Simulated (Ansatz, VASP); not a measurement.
# Two plane-wave programs on Sb

Contents of INCAR:

```
SYSTEM = Sb
PREC = Accurate ; ENCUT = 520
EDIFF = 1E-7 ; ISMEAR = 0
SIGMA = 0.15 ; LREAL = .False.
LASPH = .True. ; NELM = 60
ALGO = Normal ; ISIF = 2
LWAVE = .False. ; LCHARG = .False.
GGA = PS ; NBANDS = 8
```

KPOINTS

```
regular mesh
0
Gamma
  16 16 16
  0 0 0
```

Contents of POSCAR:

```
Sb
1.0
    3.1600000000      0.0000000000      0.0000000000
    0.0000000000      3.2548000000      0.0000000000
    0.0000000000      0.0000000000      3.1600000000
Sb
1
Direct
    0.0000000000      0.0000000000      0.0000000000
```

Input for Ansatz:

```yaml
crystal:
  lattice:
    - [3.16, 0.0, 0.0]
    - [0.0, 3.2548, 0.0]
    - [0.0, 0.0, 3.16]
  atoms:
    - { symbol: Sb, position: [0.0, 0.0, 0.0] }
basis:
  ecutwfc: 420
kpoints:
  mp_grid: { grid: [16, 16, 16] }
hamiltonian:
  xc: pbesol
scf:
  occupations: { method: gaussian, width: 0.15 }
output:
  forces: true
  stress: true
  eigenvalues: true
```

Change from the starting cell: strain +0.0300 x Voigt [0, 1, 0, 0, 0, 0], atoms carried along.

Alike in both runs: task single point; functional PBEsol; k mesh 16 × 16 × 16; occupations gaussian, width 0.15 eV; no spin polarisation.

|  | VASP | Ansatz |
| --- | --- | --- |
| version | VASP 6.6.1 | Ansatz 0.2.0 |
| potentials or method | VASP PAW PBE potentials, release 64 (Sb) | scalar-relativistic, plane waves, PAW |
| plane-wave cutoff (eV) | 520 | 420 |
| valence electrons in the cell | 5 | 15 |

|  | VASP | Ansatz | Ansatz less VASP |
| --- | --- | --- | --- |
| gap on the k mesh at the Fermi level (eV) | none | none | - |
| pressure (GPa) | -5.8 | -5.9 | -0.02 |
| largest component of the traceless stress (GPa) | 1.43 | 1.41 | -0.018 |

A gap of «none» marks a metal or a gap that the smearing closes. The two sets of potentials don't hold the same shells in valence.

Caveats: the PAW data sets were made with another functional, which shifts forces and pressure a little (VASP). Spin-orbit coupling is left out, which matters for the levels of Sb.
